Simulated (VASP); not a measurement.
# Li (Im-3m) in VASP: further runs

One crystal, Li, is run at these levels: PBEsol; tasks: single point.

All numbers are computed with VASP 6.6.1; they aren't measurements. Logs are shortened: lines on timing, memory, paths and dates and some standing lists are left out, and cuts for length are marked.

### Step 1. The cell of the first run

The structure is cubic, space group Im-3m (No. 229). The conventional cell has a = 4.335 Å, b = 4.335 Å, c = 4.335 Å, α = 90.00°, β = 90.00°, γ = 90.00°. Li (site symmetry m-3m) has 8 Li at 3.75 Å as nearest neighbours.

### Step 2. Single point, PBEsol (Cs replaced by Li, lengths x 0.715, strained and moved within the space group)

The input, INCAR:

```
PREC = Accurate ; ENCUT = 520
EDIFF = 1E-7 ; ISMEAR = 0
SIGMA = 0.1 ; LREAL = False
LASPH = True ; NELM = 80
ALGO = Fast ; ISIF = 2
LWAVE = False ; LCHARG = True
GGA = PS ; LELF = True
LVHAR = True ; NBANDS = 8
```

The input, KPOINTS:

```
regular mesh
0
Gamma
  14 14 14
```

The input, POSCAR:

```
Li
1.0
   -2.1675814156      2.1675814156      2.1675814156
    2.1675814156     -2.1675814156      2.1675814156
    2.1675814156      2.1675814156     -2.1675814156
Li
1
Direct
    0.0000000000      0.0000000000      0.0000000000
```

Potentials or basis: VASP PAW PBE potentials, release 64 (Li_sv).

Launch:

```sh
cat potpaw_PBE.64/Li_sv/POTCAR > POTCAR
mpirun -np 1 vasp_std > vasp.out
```

OUTCAR:

```text
PREC = Accurate
   ENCUT = 520
   EDIFF = 1E-7
   ISMEAR = 0
   LREAL = False
   LASPH = True
   NELM = 80
   ISIF = 2
   GGA = PS

 ion  position               nearest neighbor table
   1  0.000  0.000  0.000-

  LATTYP: Found a body centered cubic cell.
 ALAT       =     4.3351628312

  Lattice vectors:

 A1 = (  -2.1675814156,   2.1675814156,   2.1675814156)
 A2 = (   2.1675814156,  -2.1675814156,   2.1675814156)
 A3 = (   2.1675814156,   2.1675814156,  -2.1675814156)

Analysis of symmetry for initial positions (statically):
=====================================================================
 Subroutine PRICEL returns:
 Original cell was already a primitive cell.

 Routine SETGRP: Setting up the symmetry group for a
 body centered cubic supercell.

 Subroutine GETGRP returns: Found 48 space group operations
 (whereof 48 operations were pure point group operations)
 out of a pool of 48 trial point group operations.

The static configuration has the point symmetry O_h .

Analysis of symmetry for dynamics (positions and initial velocities):
=====================================================================
 Subroutine PRICEL returns:
 Original cell was already a primitive cell.

 Routine SETGRP: Setting up the symmetry group for a
 body centered cubic supercell.

 Subroutine GETGRP returns: Found 48 space group operations
 (whereof 48 operations were pure point group operations)
 out of a pool of 48 trial point group operations.

The dynamic configuration has the point symmetry O_h .

 Subroutine INISYM returns: Found 48 space group operations
 (whereof 48 operations are pure point group operations),
 and found     1 'primitive' translations

----------------------------------------------------------------------------------------

                                     Primitive cell

  volume of cell :      40.7367

  direct lattice vectors                    reciprocal lattice vectors
    -2.167581416  2.167581416  2.167581416     0.000000000  0.230671843  0.230671843
     2.167581416 -2.167581416  2.167581416     0.230671843  0.000000000  0.230671843
     2.167581416  2.167581416 -2.167581416     0.230671843  0.230671843  0.000000000

  length of vectors
     3.754361141  3.754361141  3.754361141     0.326219249  0.326219249  0.326219249

  position of ions in fractional coordinates (direct lattice)
     0.000000000  0.000000000  0.000000000

  ion indices of the primitive-cell ions
   primitive index   ion index
                 1           1

----------------------------------------------------------------------------------------

 KPOINTS: regular mesh

Automatic generation of k-mesh.
 Grid dimensions read from file:
 generate k-points for:   14   14   14

 Generating k-lattice:

  Cartesian coordinates                     Fractional coordinates (reciprocal lattice)
     0.000000000  0.016476560  0.016476560     0.071428571  0.000000000  0.000000000
     0.016476560  0.000000000  0.016476560     0.000000000  0.071428571  0.000000000
     0.016476560  0.016476560  0.000000000     0.000000000  0.000000000  0.071428571

  Length of vectors
     0.023301375  0.023301375  0.023301375

  Shift w.r.t. Gamma in fractional coordinates (k-lattice)
     0.000000000  0.000000000  0.000000000

 Subroutine IBZKPT returns following result:
 ===========================================

 Found    104 irreducible k-points:

 Following reciprocal coordinates:
            Coordinates               Weight
  0.000000  0.000000  0.000000      1.000000
  0.071429  0.000000  0.000000     12.000000
  0.142857  0.000000  0.000000     12.000000
  0.214286  0.000000  0.000000     12.000000
  0.285714  0.000000  0.000000     12.000000
  0.357143  0.000000  0.000000     12.000000
[... 16 lines left out ...]
  0.285714  0.285714  0.000000     24.000000
  0.357143  0.285714  0.000000     24.000000
 [... further k-points ...]
   k-points           NKPTS =    104   k-points in BZ     NKDIM =    104   number of bands    NBANDS=      8
   number of dos      NEDOS =    301   number of ions     NIONS =      1
   total plane-waves  NPLWV =  21952
   dimension x,y,z NGX =    28 NGY =   28 NGZ =   28
   dimension x,y,z NGXF=    56 NGYF=   56 NGZF=   56
   ions per type =               1
   NGX,Y,Z   is equivalent  to a cutoff of  12.40, 12.40, 12.40 a.u.
   NGXF,Y,Z  is equivalent  to a cutoff of  24.80, 24.80, 24.80 a.u.
 SYSTEM =  unknown system
   PREC   = accura    normal or accurate (medium, high low for compatibility)
   ISTART =      0    job   : 0-new  1-cont  2-samecut
   ICHARG =      2    charge: 1-file 2-atom 10-const
   ISPIN  =      1    spin polarized calculation?
   LNONCOLLINEAR =      F non collinear calculations
   LSORBIT =      F    spin-orbit coupling
   LASPH  =      T    aspherical Exc in radial PAW
   ENCUT  =  520.0 eV  38.22 Ry    6.18 a.u.   6.98  6.98  6.98*2*pi/ulx,y,z
   NELM   =     80;   NELMIN=  2; NELMDL= -5     # of ELM steps
   EDIFF  = 0.1E-06   stopping-criterion for ELM
   LREAL  =      F    real-space projection
   EDIFFG = 0.1E-05   stopping-criterion for IOM
   NSW    =      0    number of steps for IOM
   IBRION =     -1    ionic relax: 0-MD 1-quasi-New 2-CG
   NFREE  =      0    steps in history (QN), initial steepest desc. (CG)
   ISIF   =      2    stress and relaxation
   ISYM   =      2    0-nonsym 1-usesym 2-fastsym
   POTIM  = 0.5000    time-step for ionic-motion
   TEBEG  =    0.0;   TEEND  =   0.0 temperature during run
   PSTRESS=    0.0 pullay stress
   NELECT =       3.0000    total number of electrons
   NUPDOWN=      -1.0000    fix difference up-down
   EMIN   =  10.00;   EMAX   =-10.00  energy-range for DOS
   EFERMI =   0.00;   METHOD = LEGACY
   ISMEAR =     0;   SIGMA  =   0.10  broadening in eV -4-tet -1-fermi 0-gaus
   EFERMI_NEDOS =   21; number of points for ismear=-14 and -15
   IALGO  =     68    algorithm
   IMIX   =      4    mixing-type and parameters
     AMIX     =   0.40;   BMIX     =  1.00
     AMIX_MAG =   1.60;   BMIX_MAG =  1.00
  volume/ion in A,a.u.               =      40.74       274.91
  Fermi-wavevector in a.u.,A,eV,Ry     =   0.686204  1.296737  6.406654  0.470876
  Thomas-Fermi vector in A             =   1.766365
   LORBIT       =      0    0 simple, 1 ext, 2 COOP (PROOUT), +10 PAW based schemes
   GGA     = PS    functional components
   LHFCALC =     F    Hartree Fock is set to
   AEXX    =    0.0000 exact exchange contribution
   IVDW    =     0    specifies the selected vdW correction
   LEPSILON=     F    determine dielectric tensor
   LRPA    =     F    only Hartree local field effects (RPA)
 non-spin polarized calculation
 RMM-DIIS sequential band-by-band and
 Gauss-broadening in eV      SIGMA  =   0.10
  energy-cutoff  :      520.00
  volume of cell :       40.74
 maximum number of plane-waves:      1124
   NGX = 13   NGY = 13   NGZ = 13

 number of electron       2.9999996 magnetization

 Free energy of the ion-electron system (eV)
  ---------------------------------------------------
  ext. energy  EPLUGINS =         0.00000000
  ---------------------------------------------------
  free energy    TOTEN  =        -1.65679065 eV

  energy without entropy =       -1.65308224  energy(sigma->0) =       -1.65493645

 E-fermi :  -0.8370     XC(G=0):  -5.5258

 val. band max:       -0.8462773869   @ k =  -0.3571   0.4286   0.1429
 cond. band min:      -0.8191151530   @ k =   0.3571   0.0714   0.0714
 fundamental gap:      0.0271622339
 Fermi energy:        -0.8370113122

 k-point     1 :       0.0000    0.0000    0.0000
  band No.  band energies     occupation
      1     -48.0369      2.00000
      2      -3.4188      2.00000
      3       8.0363      0.00000
      4       8.0363      0.00000
      5       8.0363      0.00000
      6      11.5495      0.00000
      7      11.5495      0.00000
      8      11.5495      0.00000

 k-point     2 :       0.0714    0.0000    0.0000
  band No.  band energies     occupation
      1     -48.0369      2.00000
      2      -3.3487      2.00000
      3       7.6567      0.00000
      4       7.7836      0.00000
      5       7.9557      0.00000
      6      10.7643      0.00000
      7      10.8890      0.00000
      8      11.8001      0.00000

 k-point     3 :       0.1429    0.0000    0.0000
  band No.  band energies     occupation
      1     -48.0368      2.00000
      2      -3.1382      2.00000
      3       6.5998      0.00000
      4       7.2479      0.00000
      5       7.7290      0.00000
      6       9.9865      0.00000
      7      10.0427      0.00000
      8      11.5360      0.00000

 k-point     4 :       0.2143    0.0000    0.0000
  band No.  band energies     occupation
      1     -48.0366      2.00000
      2      -2.7880      2.00000
      3       5.2210      0.00000
      4       6.6885      0.00000
      5       7.4128      0.00000
      6       9.3257      0.00000
      7       9.6096      0.00000
      8      11.6042      0.00000

 k-point     5 :       0.2857    0.0000    0.0000
  band No.  band energies     occupation
      1     -48.0364      2.00000
      2      -2.2998      2.00000
      3       3.8170      0.00000
      4       6.2120      0.00000
      5       7.0884      0.00000
      6       8.7626      0.00000
      7       9.4285      0.00000
      8      11.9403      0.00000
[... 177 lines left out ...]
 k-point    22 :       0.3571    0.2143    0.0000
  band No.  band energies     occupation
      1     -48.0361      2.00000
      2      -0.1172      0.00000
      3       1.2455      0.00000
      4       3.2529      0.00000
      5       5.7802      0.00000
      6       9.9655      0.00000
      7      11.0282      0.00000
      8      12.5765      0.00000

 k-point    23 :       0.2857    0.2857    0.0000
  band No.  band energies     occupation
      1     -48.0360      2.00000
      2      -0.1213      0.00000
      3       1.6795      0.00000
      4       2.6326      0.00000
      5       5.7413      0.00000
      6      10.6017      0.00000
      7      10.6866      0.00000
      8      12.4516      0.00000

 k-point    24 :       0.3571    0.2857    0.0000
  band No.  band energies     occupation
      1     -48.0360      2.00000
      2       0.4947      0.00000
      3       1.0700      0.00000
      4       2.4208      0.00000
      5       5.6876      0.00000
      6      10.6392      0.00000
      7      11.2263      0.00000
      8      11.7726      0.00000

 [... further k-points ...]
[... 5 lines left out ...]
  --------------------------------------------------------------------------------------
  -------------------------------------------------------------------------------------
  Total       -0.7744322     -0.7744322     -0.7744322     -0.0000000      0.0000000     -0.0000000
  in kB      -30.4584462    -30.4584462    -30.4584462     -0.0000000      0.0000000     -0.0000000
  external PRESSURE =     -30.4584462 kB  Pullay stress =       0.0000000 kB

 VOLUME and BASIS-vectors are now :
 -----------------------------------------------------------------------------
  energy-cutoff  :      520.00
  volume of cell :       40.74
      direct lattice vectors                 reciprocal lattice vectors
    -2.167581416  2.167581416  2.167581416     0.000000000  0.230671843  0.230671843
     2.167581416 -2.167581416  2.167581416     0.230671843  0.000000000  0.230671843
     2.167581416  2.167581416 -2.167581416     0.230671843  0.230671843  0.000000000

 POSITION                                       TOTAL-FORCE (eV/Angst)
 -----------------------------------------------------------------------------------
      0.00000      0.00000      0.00000         0.000000     -0.000000      0.000000
 -----------------------------------------------------------------------------------
    total drift:                                0.000000     -0.000000      0.000000

  FREE ENERGIE OF THE ION-ELECTRON SYSTEM (eV)
  ---------------------------------------------------
  free  energy   TOTEN  =        -1.6567906487 eV

  energy  without entropy=       -1.6530822425  energy(sigma->0) =       -1.65493645
```

It took 31 s on 1 thread of AMD EPYC 9R45 (Zen 5), shared host; peak memory 0.12 GiB.

Results:

* Free energy: -1.6568 eV
* Band gap on the k mesh: none (metal or under the smearing width)

Caveat: the cutoff is under 1.25 times the usual one of these potentials, so pressure, stress and relaxed cells hold a basis-set (Pulay) error; the PAW data sets were made with another functional, which shifts forces and pressure a little.

### Step 3. Single point, PBEsol (Cs replaced by Li, lengths x 0.715, strained and moved within the space group)

The input, INCAR:

```
SYSTEM = Li
ALGO     = Normal         ! electronic algorithm
EDIFF    = 1E-7           ! SCF threshold, eV
ENCUT    = 520            ! plane-wave cutoff, eV
GGA      = PS             ! functional
ISIF     = 2              ! what is computed and relaxed
ISMEAR   = 0              ! smearing method
LASPH    = .True.         ! aspherical terms in the spheres
LCHARG   = .True.         ! write CHGCAR
LELF     = .True.         ! ELF
LREAL    = .False.        ! projectors in reciprocal space
LVHAR    = .True.       
LWAVE    = .False.        ! write WAVECAR
NBANDS   = 8              ! bands
NELM     = 80             ! most SCF steps
PREC     = Accurate       ! precision mode
SIGMA    = 0.1            ! smearing width, eV
```

The input, KPOINTS:

```
k-points
0
Gamma
  6 6 6
  0 0 0
```

POSCAR is that of step 2.

Potentials or basis: VASP PAW PBE potentials, release 64 (Li_sv).

Launch:

```sh
cat potpaw_PBE.64/Li_sv/POTCAR > POTCAR
mpirun -np 1 vasp_std > vasp.out
```

OUTCAR:

```text
SYSTEM = Li
   EDIFF = 1E-7
   ENCUT = 520
   GGA = PS
   ISIF = 2
   ISMEAR = 0
   LASPH = .True.
   LREAL = .False.
   NELM = 80
   PREC = Accurate

 ion  position               nearest neighbor table
   1  0.000  0.000  0.000-

  LATTYP: Found a body centered cubic cell.
 ALAT       =     4.3351628312

  Lattice vectors:

 A1 = (  -2.1675814156,   2.1675814156,   2.1675814156)
 A2 = (   2.1675814156,  -2.1675814156,   2.1675814156)
 A3 = (   2.1675814156,   2.1675814156,  -2.1675814156)

Analysis of symmetry for initial positions (statically):
=====================================================================
 Subroutine PRICEL returns:
 Original cell was already a primitive cell.

 Routine SETGRP: Setting up the symmetry group for a
 body centered cubic supercell.

 Subroutine GETGRP returns: Found 48 space group operations
 (whereof 48 operations were pure point group operations)
 out of a pool of 48 trial point group operations.

The static configuration has the point symmetry O_h .

Analysis of symmetry for dynamics (positions and initial velocities):
[... 150 lines left out ...]

 val. band max:       -1.1408118475   @ k =   0.1667   0.1667   0.1667
 cond. band min:      -0.7923011496   @ k =   0.3333   0.1667   0.0000
 fundamental gap:      0.3485106979
 Fermi energy:        -0.8034246807

 k-point     1 :       0.0000    0.0000    0.0000
  band No.  band energies     occupation
      1     -48.0385      2.00000
      2      -3.4186      2.00000
      3       8.0367      0.00000
      4       8.0367      0.00000
      5       8.0367      0.00000
      6      11.5500      0.00000
      7      11.5500      0.00000
      8      11.5500      0.00000
[... 155 lines left out ...]
 k-point    16 :       0.5000    0.5000    0.5000
  band No.  band energies     occupation
      1     -48.0368      2.00000
      2       2.7022      0.00000
      3       2.7022      0.00000
      4       2.7022      0.00000
      5       4.4437      0.00000
      6       4.4437      0.00000
      7       5.8328      0.00000
      8      17.0901      0.00000

------------------------ aborting loop because EDIFF is reached ----------------------------------------

  FORCE on cell =-STRESS in cart. coord.  units (eV):
  Direction    XX          YY          ZZ          XY          YZ          ZX
  --------------------------------------------------------------------------------------
  -------------------------------------------------------------------------------------
  Total       -0.7609554     -0.7609554     -0.7609554      0.0000000      0.0000000      0.0000000
  in kB      -29.9284031    -29.9284031    -29.9284031      0.0000000      0.0000000      0.0000000
  external PRESSURE =     -29.9284031 kB  Pullay stress =       0.0000000 kB

 VOLUME and BASIS-vectors are now :
 -----------------------------------------------------------------------------
  energy-cutoff  :      520.00
  volume of cell :       40.74
      direct lattice vectors                 reciprocal lattice vectors
    -2.167581416  2.167581416  2.167581416     0.000000000  0.230671843  0.230671843
     2.167581416 -2.167581416  2.167581416     0.230671843  0.000000000  0.230671843
     2.167581416  2.167581416 -2.167581416     0.230671843  0.230671843  0.000000000

 POSITION                                       TOTAL-FORCE (eV/Angst)
 -----------------------------------------------------------------------------------
      0.00000      0.00000      0.00000        -0.000000      0.000000     -0.000000
 -----------------------------------------------------------------------------------
    total drift:                                0.000000     -0.000000      0.000000

  FREE ENERGIE OF THE ION-ELECTRON SYSTEM (eV)
  ---------------------------------------------------
  free  energy   TOTEN  =        -1.6341765879 eV

  energy  without entropy=       -1.6217931811  energy(sigma->0) =       -1.62798488
```

Wall time 3.9 s (1 thread of AMD EPYC 9R45 (Zen 5), shared host); peak memory 0.11 GiB.

Results:

```yaml
Free_energy: -1.6342 eV
Band_gap_on_the_k_mesh: none (metal or under the smearing width)
```

Levels at points of the mesh, in eV from the Fermi level:
```
           k point  band 1  band 2  band 3  band 4  band 5  band 6
(0.00, 0.00, 0.00)  -47.24   -2.62    8.84    8.84    8.84   12.35
(0.50, 0.00, 0.00)  -47.23    0.34    1.53    6.37    7.39    8.84
(0.50, 0.50, 0.50)  -47.23    3.51    3.51    3.51    5.25    5.25
```

Caveat: the cutoff is under 1.25 times the usual one of these potentials, so pressure, stress and relaxed cells hold a basis-set (Pulay) error; the PAW data sets were made with another functional, which shifts forces and pressure a little.
